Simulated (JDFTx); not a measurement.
# Ni (Im-3m) in JDFTx: equation of state

Aim: energy against volume of Ni in PBEsol, for its equilibrium volume and stiffness.

Everything below comes from runs of JDFTx 1.7.0 (patched build). Logs are shortened: lines on timing, memory, paths and dates and some standing lists are left out, and cuts for length are marked. The log counts tension as positive stress, the text compression.

## 1. The structure

Symmetry: Im-3m, No. 229, cubic system. Conventional cell: a = 2.767 Å, b = 2.767 Å, c = 2.767 Å, α = 90.00°, β = 90.00°, γ = 90.00°. Ni (site symmetry m-3m) has 8 Ni at 2.40 Å as nearest neighbours.

This isn't the form of Ni at room conditions, which is fcc.

## 2. Equation of state, PBEsol, collinear spin, ferromagnetic start, 9.96 Å³/atom (volume scaled by 0.94)

File Ni.in:

```
lattice \
   -2.5614641464     2.5614641464     2.5614641464 \
    2.5614641464    -2.5614641464     2.5614641464 \
    2.5614641464     2.5614641464    -2.5614641464
coords-type Lattice
ion Ni     0.0000000000     0.0000000000     0.0000000000 1

ion-species pseudo/Ni.upf
elec-cutoff 49
elec-ex-corr gga-PBEsol
kpoint-folding 13 13 13
elec-smearing Fermi 0.0018374661
elec-n-bands 15
spintype z-spin
initial-magnetic-moments Ni 1
elec-initial-magnetization 1 no
electronic-SCF nIterations 100 energyDiffThreshold 1e-09
electronic-minimize nIterations 30 energyDiffThreshold 1e-7
forces-output-coords Cartesian

dump-name run.$VAR
dump End Ecomponents EigStats BandEigs Kpoints Forces Stress
```

Potentials or basis: PseudoDojo-SR-PBEsol-0.4.1-standard with smoothed tails.

Run with:

```sh
> jdftx -c 1 -i Ni.in -o Ni.out
```

Standard output:

```text
*************** JDFTx 1.7.0 (patched build) ***************

Input parsed successfully to the following command list (including defaults):
[... the input with its defaults ...]

---------- Setting up symmetries ----------

Found 48 point-group symmetries of the bravais lattice
Found 48 space-group symmetries with basis
Applied RMS atom displacement 0 bohrs to make symmetries exact.

---------- Initializing the Grid ----------
R =
[     -2.56146      2.56146      2.56146  ]
[      2.56146     -2.56146      2.56146  ]
[      2.56146      2.56146     -2.56146  ]
unit cell volume = 67.2241
G =
[ -1.20565e-17    1.22648    1.22648  ]
[    1.22648 -1.20565e-17    1.22648  ]
[    1.22648    1.22648 -1.20565e-17  ]
Minimum fftbox size, Smin = [  28  28  28  ]
Chosen fftbox size, S = [  28  28  28  ]

---------- Exchange Correlation functional ----------
Initalized PBEsol GGA exchange.
Initalized PBEsol GGA correlation.

---------- Setting up pseudopotentials ----------
Width of ionic core gaussian charges (only for fluid interactions / plotting) set to 0

Reading pseudopotential file 'pseudo/Ni.upf':
  'Ni' pseudopotential, 'PBESOL' functional
  Generated using ONCVPSP code by D. R. Hamann
  18 valence electrons, 4 orbitals, 6 projectors, 1001 radial grid points, with lMax = 2
    3S    l: 0   occupation:  2.0   eigenvalue: -4.070998
    3P    l: 1   occupation:  6.0   eigenvalue: -2.618562
    3D    l: 2   occupation:  8.0   eigenvalue: -0.327098
    4S    l: 0   occupation:  2.0   eigenvalue: -0.208097
  Core radius for overlap checks: 1.60 bohrs.

Initialized 1 species with 1 total atoms.

Folded 1 k-points by 13x13x13 to 2197 k-points.

---------- Setting up k-points, bands, fillings ----------
Reduced to 84 k-points under symmetry.
Computing the number of bands and number of electrons
Calculating initial fillings.
nElectrons:  18.000000   nBands: 15   nStates: 168

----- Setting up reduced wavefunction bases (one per k-point) -----
average nbasis = 1101.226 , ideal nbasis = 1101.319

---------- Setting up ewald sum ----------
Optimum gaussian width for ewald sums = 1.599323 bohr.
Real space sum over 2197 unit cells with max indices [  6  6  6  ]
Reciprocal space sum over 2197 terms with max indices [  6  6  6  ]

---------- Allocating electronic variables ----------
Initializing wave functions:  linear combination of atomic orbitals
Note: number of bands (15) exceeds available atomic orbitals (10)
Ni (M=1) pseudo-atom majority spin occupations:   s ( 1 0.5 )  p ( 3 )  d ( 5 )
Ni (M=1) pseudo-atom minority spin occupations:   s ( 1 0 )  p ( 3 )  d ( 4.5 )
	FillingsUpdate:  mu: +1.473855729  nElectrons: 18.000000  magneticMoment: [ Abs: 0.01379  Tot: +0.00000 ]
LCAOMinimize: Iter:   0  F: -162.5584172195459018  |grad|_K:  7.229e-03  alpha:  1.000e+00
	FillingsUpdate:  mu: +1.322790226  nElectrons: 18.000000  magneticMoment: [ Abs: 0.06744  Tot: +0.04843 ]
LCAOMinimize: Iter:   1  F: -163.1714727954971806  |grad|_K:  9.520e-03  alpha:  2.265e-01  linmin: -1.065e-01  cgtest:  5.035e-01
	FillingsUpdate:  mu: +0.698771742  nElectrons: 18.000000  magneticMoment: [ Abs: 0.43958  Tot: +0.42534 ]
[... 25 lines of inner loops ...]
LCAOMinimize: Iter:  11  F: -164.0689225669509312  |grad|_K:  1.403e-06  alpha:  1.722e+00  linmin:  1.011e-03  cgtest: -1.606e-02
	FillingsUpdate:  mu: +0.756830730  nElectrons: 18.000000  magneticMoment: [ Abs: 0.60465  Tot: +0.56030 ]
LCAOMinimize: Iter:  12  F: -164.0689226123260482  |grad|_K:  6.706e-07  alpha:  1.223e+00  linmin:  3.271e-04  cgtest:  8.914e-03
LCAOMinimize: Converged (|Delta F|<1.000000e-06 for 2 iters).

-------- Electronic minimization -----------
Will mix electronic density at each iteration.
	FillingsUpdate:  mu: +0.756830730  nElectrons: 18.000000  magneticMoment: [ Abs: 0.60465  Tot: +0.56030 ]
	FillingsUpdate:  mu: +0.756246625  nElectrons: 18.000000  magneticMoment: [ Abs: 0.60465  Tot: +0.56030 ]
SCF: Cycle:  0   F: -164.076042169175537   dF: -7.120e-03   |Residual|: 4.770e-02   |deigs|: 3.733e-01
	FillingsUpdate:  mu: +0.744211440  nElectrons: 18.000000  magneticMoment: [ Abs: 0.60551  Tot: +0.55769 ]
SCF: Cycle:  1   F: -164.076987517275001   dF: -9.453e-04   |Residual|: 1.708e-02   |deigs|: 1.193e-02
	FillingsUpdate:  mu: +0.748932176  nElectrons: 18.000000  magneticMoment: [ Abs: 0.60615  Tot: +0.55696 ]
SCF: Cycle:  2   F: -164.077266639983520   dF: -2.791e-04   |Residual|: 8.055e-03   |deigs|: 4.168e-03
	FillingsUpdate:  mu: +0.748665016  nElectrons: 18.000000  magneticMoment: [ Abs: 0.61211  Tot: +0.56054 ]
SCF: Cycle:  3   F: -164.077274159275589   dF: -7.519e-06   |Residual|: 9.692e-04   |deigs|: 5.336e-04
	FillingsUpdate:  mu: +0.748730144  nElectrons: 18.000000  magneticMoment: [ Abs: 0.61252  Tot: +0.56141 ]
SCF: Cycle:  4   F: -164.077274286640090   dF: -1.274e-07   |Residual|: 4.720e-04   |deigs|: 6.525e-05
	FillingsUpdate:  mu: +0.748723539  nElectrons: 18.000000  magneticMoment: [ Abs: 0.61338  Tot: +0.56190 ]
SCF: Cycle:  5   F: -164.077274309281222   dF: -2.264e-08   |Residual|: 1.179e-04   |deigs|: 2.746e-05
	FillingsUpdate:  mu: +0.748721402  nElectrons: 18.000000  magneticMoment: [ Abs: 0.61343  Tot: +0.56193 ]
SCF: Cycle:  6   F: -164.077274312463629   dF: -3.182e-09   |Residual|: 2.574e-05   |deigs|: 2.620e-05
	FillingsUpdate:  mu: +0.748722587  nElectrons: 18.000000  magneticMoment: [ Abs: 0.61342  Tot: +0.56194 ]
SCF: Cycle:  7   F: -164.077274313212115   dF: -7.485e-10   |Residual|: 1.723e-05   |deigs|: 3.793e-05
	FillingsUpdate:  mu: +0.748725909  nElectrons: 18.000000  magneticMoment: [ Abs: 0.61345  Tot: +0.56196 ]
SCF: Cycle:  8   F: -164.077274313445571   dF: -2.335e-10   |Residual|: 7.451e-06   |deigs|: 1.846e-05
SCF: Converged (|Delta E|<1.000000e-09 for 2 iters).

Setting wave functions to eigenvectors of Hamiltonian

# Stress tensor in Cartesian coordinates [Eh/a0^3]:
[ -0.000429893            0            0  ]
[            0 -0.000429893            0  ]
[            0            0 -0.000429893  ]

# Ionic positions in lattice coordinates:
ion Ni   0.000000000000000   0.000000000000000   0.000000000000000 1

# Forces in Cartesian coordinates:
force Ni  -0.000000000000000  -0.000000000000000  -0.000000000000000 1

# Energy components:
   Eewald =     -115.0818018766709372
       EH =       44.4914024134814241
     Eloc =     -128.1886732648974032
      Enl =      -26.5346940447624853
      Exc =      -21.2558256369249783
 Exc_core =        3.5694244340344428
       KE =       78.9234363690075043
-------------------------------------
     Etot =     -164.0767316067324657
       TS =        0.0005427067130921
-------------------------------------
        F =     -164.0772743134455709

IonicMinimize: Iter:   0  F: -164.077274313445571  |grad|_K:  0.000e+00
IonicMinimize: Converged (|grad|_K<1.000000e-04).

#--- Lowdin population analysis ---
# oxidation-state Ni +0.224
# magnetic-moments Ni +0.583

Dumping 'run.eigStats' ...
	eMin: -3.044470 at state 0 ( [ +0.000000 +0.000000 +0.000000 ] spin 1 )
	HOMO: +0.748528 at state 166 ( [ +0.384615 -0.461538 -0.461538 ] spin -1 )
	mu  : +0.748726
	LUMO: +0.748730 at state 124 ( [ +0.076923 +0.384615 -0.307692 ] spin -1 )
	eMax: +2.263290 at state 150 ( [ +0.230769 +0.230769 +0.230769 ] spin -1 )
	HOMO-LUMO gap: +0.000202
	Optical gap  : +0.004464 at state 165 ( [ +0.384615 +0.461538 -0.461538 ] spin -1 )
Done!
```

Wall time 2.6 min (1 thread of Intel Xeon at 2.50GHz (Skylake/Cascade Lake), shared host); peak memory 0.14 GiB.

What came out:

```yaml
Free_energy: -4464.7701 eV
Pressure: 12.6 GPa
Band_gap_on_the_k_mesh: none (metal or under the smearing width)
Net_moment: 0.56 μB per cell
Absolute_moment: 0.61 μB per cell
Site_moments: Ni +0.58 μB
```

## 3. Equation of state, PBEsol, collinear spin, ferromagnetic start, 10.17 Å³/atom (volume scaled by 0.96)

Changes to Ni.in since step 2:

```diff
@@ -1,5 +1,5 @@
 lattice \
-   -2.5614641464     2.5614641464     2.5614641464 \
-    2.5614641464    -2.5614641464     2.5614641464 \
-    2.5614641464     2.5614641464    -2.5614641464
+   -2.5795032206     2.5795032206     2.5795032206 \
+    2.5795032206    -2.5795032206     2.5795032206 \
+    2.5795032206     2.5795032206    -2.5795032206
 coords-type Lattice
```

Potentials or basis: PseudoDojo-SR-PBEsol-0.4.1-standard with smoothed tails.

Run with:

```sh
> jdftx -c 1 -i Ni.in -o Ni.out
```

Wall time 2.5 min (1 thread of Intel Xeon at 2.50GHz (Skylake/Cascade Lake), shared host); peak memory 0.14 GiB.

It converged, with:

| Item | Value |
| --- | --- |
| Free energy | -4464.7830 eV |
| Pressure | 7.0 GPa |
| Band gap on the k mesh | none (metal or under the smearing width) |
| Net moment | 0.58 μB per cell |
| Absolute moment | 0.64 μB per cell |
| Site moments | Ni +0.60 μB |

## 4. Equation of state, PBEsol, collinear spin, ferromagnetic start, 10.39 Å³/atom (volume scaled by 0.98)

Changes to Ni.in since step 3:

```diff
@@ -1,5 +1,5 @@
 lattice \
-   -2.5795032206     2.5795032206     2.5795032206 \
-    2.5795032206    -2.5795032206     2.5795032206 \
-    2.5795032206     2.5795032206    -2.5795032206
+   -2.5972934603     2.5972934603     2.5972934603 \
+    2.5972934603    -2.5972934603     2.5972934603 \
+    2.5972934603     2.5972934603    -2.5972934603
 coords-type Lattice
```

Run with:

```sh
> jdftx -c 1 -i Ni.in -o Ni.out
```

It took 2 min on 1 thread of Intel Xeon at 2.50GHz (Skylake/Cascade Lake), shared host; peak memory 0.15 GiB.

Results (log left out):

| Quantity | Value |
| --- | --- |
| Free energy | -4464.7890 eV |
| Pressure | 2.0 GPa |
| Band gap on the k mesh | none (metal or under the smearing width) |
| Net moment | 0.59 μB per cell |
| Absolute moment | 0.65 μB per cell |
| Site moments | Ni +0.62 μB |

## 5. Equation of state, PBEsol, collinear spin, ferromagnetic start, 10.60 Å³/atom

Changes to Ni.in since step 4:

```diff
@@ -1,5 +1,5 @@
 lattice \
-   -2.5972934603     2.5972934603     2.5972934603 \
-    2.5972934603    -2.5972934603     2.5972934603 \
-    2.5972934603     2.5972934603    -2.5972934603
+   -2.6148432727     2.6148432727     2.6148432727 \
+    2.6148432727    -2.6148432727     2.6148432727 \
+    2.6148432727     2.6148432727    -2.6148432727
 coords-type Lattice
```

Run with:

```sh
> jdftx -c 1 -i Ni.in -o Ni.out
```

Run time: 2 min. Hardware: 1 thread of Intel Xeon at 2.50GHz (Skylake/Cascade Lake), shared host; peak memory 0.15 GiB.

The run converged. Its results:

* Free energy: -4464.7888 eV
* Pressure: -2.4 GPa
* Band gap on the k mesh: none (metal or under the smearing width)
* Net moment: 0.60 μB per cell
* Absolute moment: 0.66 μB per cell
* Site moments: Ni +0.63 μB

## 6. Equation of state, PBEsol, collinear spin, ferromagnetic start, 10.81 Å³/atom (volume scaled by 1.02)

Changes to Ni.in since step 5:

```diff
@@ -1,5 +1,5 @@
 lattice \
-   -2.6148432727     2.6148432727     2.6148432727 \
-    2.6148432727    -2.6148432727     2.6148432727 \
-    2.6148432727     2.6148432727    -2.6148432727
+   -2.6321606203     2.6321606203     2.6321606203 \
+    2.6321606203    -2.6321606203     2.6321606203 \
+    2.6321606203     2.6321606203    -2.6321606203
 coords-type Lattice
```

Potentials or basis: PseudoDojo-SR-PBEsol-0.4.1-standard with smoothed tails.

Run with:

```sh
> jdftx -c 1 -i Ni.in -o Ni.out
```

Run time: 1.9 min. Hardware: 1 thread of Intel Xeon at 2.50GHz (Skylake/Cascade Lake), shared host; peak memory 0.15 GiB.

Results (log left out):

```yaml
Free_energy: -4464.7830 eV
Pressure: -6.3 GPa
Band_gap_on_the_k_mesh: none (metal or under the smearing width)
Net_moment: 0.61 μB per cell
Absolute_moment: 0.67 μB per cell
Site_moments: Ni +0.64 μB
```

## 7. Equation of state, PBEsol, collinear spin, ferromagnetic start, 11.02 Å³/atom (volume scaled by 1.04)

Changes to Ni.in since step 6:

```diff
@@ -1,5 +1,5 @@
 lattice \
-   -2.6321606203     2.6321606203     2.6321606203 \
-    2.6321606203    -2.6321606203     2.6321606203 \
-    2.6321606203     2.6321606203    -2.6321606203
+   -2.6492530512     2.6492530512     2.6492530512 \
+    2.6492530512    -2.6492530512     2.6492530512 \
+    2.6492530512     2.6492530512    -2.6492530512
 coords-type Lattice
```

Run with:

```sh
> jdftx -c 1 -i Ni.in -o Ni.out
```

It took 2.3 min on 1 thread of Intel Xeon at 2.50GHz (Skylake/Cascade Lake), shared host; peak memory 0.15 GiB.

Results (log left out):

```
Free energy            : -4464.7723 eV
Pressure               : -9.8 GPa
Band gap on the k mesh : none (metal or under the smearing width)
Net moment             : 0.62 μB per cell
Absolute moment        : 0.69 μB per cell
Site moments           : Ni +0.65 μB
```

## 8. Equation of state, PBEsol, collinear spin, ferromagnetic start, 11.23 Å³/atom (volume scaled by 1.06)

Changes to Ni.in since step 7:

```diff
@@ -1,5 +1,5 @@
 lattice \
-   -2.6492530512     2.6492530512     2.6492530512 \
-    2.6492530512    -2.6492530512     2.6492530512 \
-    2.6492530512     2.6492530512    -2.6492530512
+   -2.6661277295     2.6661277295     2.6661277295 \
+    2.6661277295    -2.6661277295     2.6661277295 \
+    2.6661277295     2.6661277295    -2.6661277295
 coords-type Lattice
```

Run with:

```sh
> jdftx -c 1 -i Ni.in -o Ni.out
```

Wall time 2.3 min (1 thread of Intel Xeon at 2.50GHz (Skylake/Cascade Lake), shared host); peak memory 0.15 GiB.

The run converged. Its results:

| Item | Value |
| --- | --- |
| Free energy | -4464.7572 eV |
| Pressure | -12.9 GPa |
| Band gap on the k mesh | none (metal or under the smearing width) |
| Net moment | 0.63 μB per cell |
| Absolute moment | 0.69 μB per cell |
| Site moments | Ni +0.65 μB |

## 9. Equation of state, PBEsol, collinear spin, ferromagnetic start

Potentials or basis: PseudoDojo-SR-PBEsol-0.4.1-standard with smoothed tails.

No new run: the results of the series are fitted here.

Results:

```yaml
Equilibrium_volume: 10.48 Å³/atom
Bulk_modulus: 220 GPa
Pressure_derivative_of_the_bulk_modulus: 4.7
```

Energy against volume, from the lowest point:
```
volume (Å³/atom)  energy (meV/atom)
           9.962              18.96
          10.174               6.01
          10.385               0.00
          10.597               0.21
          10.809               6.02
          11.021              16.75
          11.233              31.82
```
